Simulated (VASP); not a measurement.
Set up this calculation in VASP 6.6.1, as the native input.

```yaml
Task: relaxation of cell and atoms
Functional: BLYP
Dispersion: D4
Potentials_or_basis: VASP PAW PBE potentials, release 64 (N, B)
Cutoff: 600 eV
k_mesh: 13 × 13 × 13
Occupations: fermi-dirac, width 0.05 eV
Spin: no spin polarisation
Further_INCAR_settings: ALGO = Normal; EDIFF = 1e-07; IBRION = 2; EDIFFG = -0.01; NSW = 60; ISIF = 3
```

The structure of BN lies in POSCAR:

```
BN
1.0
    0.0000000000      1.8130010000      1.8130010000
    1.8130010000      0.0000000000      1.8130010000
    1.8130010000      1.8130010000      0.0000000000
N B
1 1
Direct
    0.2500000000      0.2500000000      0.2500000000
    0.0000000000      0.0000000000      0.0000000000
```

The cell is a database's computed one.

These files were run (other wordings do the same):

INCAR

```
PREC     = Accurate       # precision mode
ENCUT    = 600            # plane-wave cutoff, eV
EDIFF    = 1E-7           # SCF threshold, eV
ISMEAR   = -1             # smearing method
SIGMA    = 0.05           # smearing width, eV
LREAL    = F              # projectors in reciprocal space
LASPH    = T              # aspherical terms in the spheres
NELM     = 80             # most SCF steps
ALGO     = Normal         # electronic algorithm
ISIF     = 3              # what is computed and relaxed
LWAVE    = F              # write WAVECAR
LCHARG   = F              # write CHGCAR
GGA      = B5             # functional
ALDAX    = 1.0          
AGGAX    = 1.0          
AGGAC    = 1.0          
ALDAC    = 0.0          
IVDW     = 13             # dispersion correction
VDW_S6   = 1.0          
VDW_S8   = 2.34076671   
VDW_A1   = 0.44488865   
VDW_A2   = 4.0933009    
IBRION   = 2              # ionic algorithm
NSW      = 60             # ionic steps
EDIFFG   = -0.01          # ionic threshold
```

KPOINTS

```
regular mesh
0
Gamma
  13 13 13
```

Potentials or basis: VASP PAW PBE potentials, release 64 (N, B).

Command:

```sh
$ cat potpaw_PBE.64/N/POTCAR potpaw_PBE.64/B/POTCAR > POTCAR
$ mpirun -np 1 vasp_std > vasp.out
```

Results of the run:

* Relaxed volume: 5.88 Å³/atom
* Relaxed cell: a = 2.552 Å, b = 2.552 Å, c = 2.552 Å, α = 60.00°, β = 60.00°, γ = 60.00°
* Space group after relaxing (to 0.05 Å): F-43m (No. 216)
* Energy gained by relaxing: 1.4 meV/atom
* Ionic steps: 3
* Pressure after relaxing: 0.0 GPa
* Band gap on the k mesh: 4.96 eV, indirect (least direct gap 8.96 eV)
* Dispersion energy per atom: -0.468 eV

Caveat: the PAW data sets were made with another functional, which shifts forces and pressure a little; an odd mesh through Γ misses points on the zone boundary, where band edges often lie.

It took 30 s on 1 thread of Intel(R) Xeon(R) Platinum 8488C (Sapphire Rapids), on a shared host, peak memory 0.12 GiB.
